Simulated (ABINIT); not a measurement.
# Ta (P6_3/mmc) in ABINIT: equation of state

Aim: energy against volume of Ta in PBEsol, for its equilibrium volume and stiffness.

All numbers are computed with ABINIT 10.8.3 (patched build); they aren't measurements. Logs are shortened: lines on timing, memory, paths and dates and some standing lists are left out, and cuts for length are marked. The log counts tension as positive stress, the text compression.

## 1. The crystal as given

Symmetry: P6_3/mmc, No. 194, hexagonal system. Conventional cell: a = 2.900 Å, b = 2.900 Å, c = 5.166 Å, α = 90.00°, β = 90.00°, γ = 120.00°. Around Ta (site symmetry -6m2) lie 12 Ta at 2.90 to 3.08 Å.

This isn't the form of Ta at room conditions, which is bcc.

## 2. Equation of state, PBEsol

The input, run.abi:

```
# Datasets: one volume each
ndtset 7
getwfk -1
scalecart1 3*0.9795861087
scalecart2 3*0.9864848297
scalecart3 3*0.9932883884
scalecart4 3*1.0000000000
scalecart5 3*1.0066227096
scalecart6 3*1.0131594038
scalecart7 3*1.0196128224

# Pseudopotentials
pp_dirpath "./"
pseudos "Ta.upf"

# Structure
acell 3*1.0 Angstrom
rprim
     2.9003720726     0.0000000000     0.0000000000
    -1.4501860363     2.5117958953     0.0000000000
     0.0000000000     0.0000000000     5.1662740000
ntypat 1
znucl 73
natom 2
typat 1 1
xred
     0.3333333333     0.6666666667     0.2500000000
     0.6666666667     0.3333333333     0.7500000000

# Plane-wave basis
ecut 29.0

# k points
kptopt 1
ngkpt 11 11 5
nshiftk 1
shiftk 0.0 0.0 0.0

# Exchange and correlation
ixc -116133

# Bands and occupations
nband 17
occopt 3
tsmear 0.05 eV

# SCF cycle
nstep 100
tolvrs 1.0e-10

# Output
iomode 3
prtwf 1
prtden 0
prteig 0
prtebands 0
enunit 1
```

Potentials or basis: PseudoDojo NC SR PBEsol v0.4.1 standard.

The run is started by

```bash
$ abinit run.abi > log 2>&1
```

run.abo:

```text
.Version 10.8.3 of ABINIT
 DATASET    1 : space group P6_3/m m c (#194); Bravais hP (primitive hexag.)
================================================================================
 Values of the parameters that define the memory need for DATASET  1.
     intxc =       0    ionmov =       0      iscf =       7    lmnmax =       8
     lnmax =       8     mgfft =      48  mpssoang =       4    mqgrid =    3001
     natom =       2  nloc_mem =       1    nspden =       1   nspinor =       1
    nsppol =       1      nsym =      24    n1xccc =    2501    ntypat =       1
    occopt =       3   xclevel =       2
       mpw =        1805          nfft =       43200          nkpt =          48
================================================================================
================================================================================
[... 61 lines left out ...]
 DATASET    7 : space group P6_3/m m c (#194); Bravais hP (primitive hexag.)
================================================================================
 Values of the parameters that define the memory need for DATASET  7.
     intxc =       0    ionmov =       0      iscf =       7    lmnmax =       8
     lnmax =       8     mgfft =      50  mpssoang =       4    mqgrid =    3001
     natom =       2  nloc_mem =       1    nspden =       1   nspinor =       1
    nsppol =       1      nsym =      24    n1xccc =    2501    ntypat =       1
    occopt =       3   xclevel =       2
       mpw =        2025          nfft =       45000          nkpt =          48
================================================================================
================================================================================

--------------------------------------------------------------------------------
------------- Echo of variables that govern the present computation ------------
--------------------------------------------------------------------------------
 -outvars: echo values of preprocessed input variables --------
            acell      1.8897261259E+00  1.8897261259E+00  1.8897261259E+00 Bohr
              amu      1.80947900E+02
             ecut      2.90000000E+01 Hartree
           enunit           1
           getwfk          -1
              ixc     -116133
           jdtset        1    2    3    4    5    6    7
         kptrlatt       11    0    0      0   11    0      0    0    5
          kptrlen1     4.78177267E+01
          kptrlen2     4.81544823E+01
          kptrlen3     4.84865927E+01
          kptrlen4     4.88142148E+01
          kptrlen5     4.91374971E+01
          kptrlen6     4.94565807E+01
          kptrlen7     4.97715993E+01
            natom           2
            nband          17
           ndtset           7
            ngfft1         30      30      48
            ngfft2         30      30      48
            ngfft3         30      30      48
            ngfft4         30      30      48
            ngfft5         30      30      48
            ngfft6         30      30      48
            ngfft7         30      30      50
             nkpt          48
            nstep         100
             nsym          24
           ntypat           1
           occopt           3
           prtden           0
        prtebands           0
           prteig           0
            rprim1     2.8411641924E+00  0.0000000000E+00  0.0000000000E+00
                      -1.4205820962E+00  2.4605203669E+00  0.0000000000E+00
                       0.0000000000E+00  0.0000000000E+00  5.0608102441E+00
            rprim2     2.8611730501E+00  0.0000000000E+00  0.0000000000E+00
                      -1.4305865251E+00  2.4778485460E+00  0.0000000000E+00
                       0.0000000000E+00  0.0000000000E+00  5.0964509271E+00
            rprim3     2.8809059018E+00  0.0000000000E+00  0.0000000000E+00
                      -1.4404529509E+00  2.4949376968E+00  0.0000000000E+00
                       0.0000000000E+00  0.0000000000E+00  5.1315999755E+00
            rprim4     2.9003720726E+00  0.0000000000E+00  0.0000000000E+00
                      -1.4501860363E+00  2.5117958953E+00  0.0000000000E+00
                       0.0000000000E+00  0.0000000000E+00  5.1662740000E+00
            rprim5     2.9195803946E+00  0.0000000000E+00  0.0000000000E+00
                      -1.4597901973E+00  2.5284307901E+00  0.0000000000E+00
                       0.0000000000E+00  0.0000000000E+00  5.2004887324E+00
            rprim6     2.9385392399E+00  0.0000000000E+00  0.0000000000E+00
                      -1.4692696199E+00  2.5448496317E+00  0.0000000000E+00
                       0.0000000000E+00  0.0000000000E+00  5.2342590857E+00
            rprim7     2.9572565550E+00  0.0000000000E+00  0.0000000000E+00
                      -1.4786282775E+00  2.5610593021E+00  0.0000000000E+00
                       0.0000000000E+00  0.0000000000E+00  5.2675992144E+00
          spgroup         194
           tolvrs      1.00000000E-10
           tsmear      1.83746611E-03 Hartree
            typat      1  1
           xangst1     2.3665126804E-17  1.6403469113E+00  1.2652025610E+00
                       1.4205820962E+00  8.2017345564E-01  3.7956076831E+00
           xangst2     2.1073459108E-17  1.6518990307E+00  1.2741127318E+00
                       1.4305865251E+00  8.2594951534E-01  3.8223381953E+00
           xangst3     5.7684522930E-17  1.6632917979E+00  1.2828999939E+00
                       1.4404529509E+00  8.3164589894E-01  3.8486999816E+00
           xangst4     1.5996165754E-17  1.6745305969E+00  1.2915685000E+00
                       1.4501860363E+00  8.3726529843E-01  3.8747055000E+00
           xangst5    -2.5658793283E-17  1.6856205267E+00  1.3001221831E+00
                       1.4597901973E+00  8.4281026336E-01  3.9003665493E+00
           xangst6    -2.8114457050E-17  1.6965664212E+00  1.3085647714E+00
                       1.4692696199E+00  8.4828321058E-01  3.9256943143E+00
           xangst7     4.7795126732E-17  1.7073728681E+00  1.3168998036E+00
                       1.4786282775E+00  8.5368643403E-01  3.9506994108E+00
            xcart1     4.4720608395E-17  3.0998064138E+00  2.3908863342E+00
                       2.6845111012E+00  1.5499032069E+00  7.1726590025E+00
            xcart2     3.9823066239E-17  3.1216367556E+00  2.4077241166E+00
                       2.7034167318E+00  1.5608183778E+00  7.2231723497E+00
            xcart3     1.0900795004E-16  3.1431659655E+00  2.4243296353E+00
                       2.7220615744E+00  1.5715829827E+00  7.2729889060E+00
            xcart4     3.0228372340E-17  3.1644042175E+00  2.4407107378E+00
                       2.7404544402E+00  1.5822021088E+00  7.3221322135E+00
            xcart5    -4.8488092025E-17  3.1853611477E+00  2.4568748563E+00
                       2.7586036742E+00  1.5926805739E+00  7.3706245689E+00
            xcart6    -5.3128624003E-17  3.2060458904E+00  2.4728290360E+00
                       2.7765171868E+00  1.6030229452E+00  7.4184871080E+00
            xcart7     9.0319699676E-17  3.2264671155E+00  2.4885799641E+00
                       2.7942024865E+00  1.6132335577E+00  7.4657398922E+00
             xred      3.3333333333E-01  6.6666666667E-01  2.5000000000E-01
                       6.6666666667E-01  3.3333333333E-01  7.5000000000E-01
            znucl       73.00000

================================================================================

 chkinp: Checking input parameters for consistency, jdtset=   1.

 chkinp: Checking input parameters for consistency, jdtset=   2.
[... 29 lines left out ...]
 getcut: wavevector=  0.0000  0.0000  0.0000  ngfft=  30  30  48
         ecut(hartree)=     29.000   => boxcut(ratio)=   2.07042

--- Pseudopotential description ------------------------------------------------
- pspini: atom type   1  psp file is ./Ta.upf
12 -116133 3 -1 1432                          pspcod,pspxc,lmax,lloc,mmax
     nproj     2     2     2     2

   1.12880592E+03                                ecore*ucvol(ha*bohr**3)
--------------------------------------------------------------------------------

================================================================================

--- !BeginCycle
iteration_state: {dtset: 1, }
solver: {iscf: 7, nstep: 100, nline: 4, wfoptalg: 0, }
tolerances: {tolvrs: 1.00E-10, }
...
[... 978 lines left out ...]
-Cartesian components of stress tensor (GPa)         [Pressure= -1.6209E+01 GPa]
- sigma(1 1)=  1.70932701E+01  sigma(3 2)=  0.00000000E+00
- sigma(2 2)=  1.70932701E+01  sigma(3 1)=  0.00000000E+00
- sigma(3 3)=  1.44391277E+01  sigma(2 1)=  0.00000000E+00

== END DATASET(S) ==============================================================
================================================================================

 -outvars: echo values of variables after computation  --------
            acell      1.8897261259E+00  1.8897261259E+00  1.8897261259E+00 Bohr
           etotal1    -1.3014194467E+02
           etotal2    -1.3014241144E+02
           etotal3    -1.3014214237E+02
           etotal4    -1.3014120832E+02
           etotal5    -1.3013967366E+02
           etotal6    -1.3013759615E+02
           etotal7    -1.3013502872E+02
            fcart1    -4.3098946166E-30 -1.1310540078E-30 -0.0000000000E+00
                       4.3098946166E-30  1.1310540078E-30 -0.0000000000E+00
            fcart2    -0.0000000000E+00 -0.0000000000E+00 -0.0000000000E+00
                      -0.0000000000E+00 -0.0000000000E+00 -0.0000000000E+00
            fcart3    -0.0000000000E+00 -0.0000000000E+00 -0.0000000000E+00
                      -0.0000000000E+00 -0.0000000000E+00 -0.0000000000E+00
            fcart4    -1.5352410532E-30 -8.8637183536E-31 -0.0000000000E+00
                       1.5352410532E-30  8.8637183536E-31 -0.0000000000E+00
            fcart5     2.2877107360E-30  6.6040520463E-30 -2.6756921949E-31
                      -2.2877107360E-30 -6.6040520463E-30  2.6756921949E-31
[... 38 lines left out ...]
                       0.0000000000E+00  0.0000000000E+00  0.0000000000E+00
           xangst1     2.3665126804E-17  1.6403469113E+00  1.2652025610E+00
                       1.4205820962E+00  8.2017345564E-01  3.7956076831E+00
           xangst2     2.1073459108E-17  1.6518990307E+00  1.2741127318E+00
                       1.4305865251E+00  8.2594951534E-01  3.8223381953E+00
           xangst3     5.7684522930E-17  1.6632917979E+00  1.2828999939E+00
                       1.4404529509E+00  8.3164589894E-01  3.8486999816E+00
           xangst4     1.5996165754E-17  1.6745305969E+00  1.2915685000E+00
                       1.4501860363E+00  8.3726529843E-01  3.8747055000E+00
           xangst5    -2.5658793283E-17  1.6856205267E+00  1.3001221831E+00
                       1.4597901973E+00  8.4281026336E-01  3.9003665493E+00
           xangst6    -2.8114457050E-17  1.6965664212E+00  1.3085647714E+00
                       1.4692696199E+00  8.4828321058E-01  3.9256943143E+00
           xangst7     4.7795126732E-17  1.7073728681E+00  1.3168998036E+00
                       1.4786282775E+00  8.5368643403E-01  3.9506994108E+00
             xred      3.3333333333E-01  6.6666666667E-01  2.5000000000E-01
                       6.6666666667E-01  3.3333333333E-01  7.5000000000E-01
 Calculation completed.
```

Run time: 3.8 min. Hardware: 1 thread of Arm Neoverse V2, shared host; peak memory 0.12 GiB.

What came out:

* Equilibrium volume: 18.11 Å³/atom
* Bulk modulus at fixed shape and positions: 203 GPa
* Pressure derivative of the bulk modulus: 3.9

Energy against volume, from the lowest point:
```tsv
volume (Å³/atom)	energy (meV/atom)
17.689	6.35
18.066	0.00
18.442	3.66
18.819	16.37
19.195	37.25
19.571	65.52
19.948	100.45
```

Caveat: pressures at fixed basis lie under the slope of the energies; the cell was scaled at fixed shape and fractional positions, which overstates the stiffness of a crystal with free parameters, most of all of layers and chains.
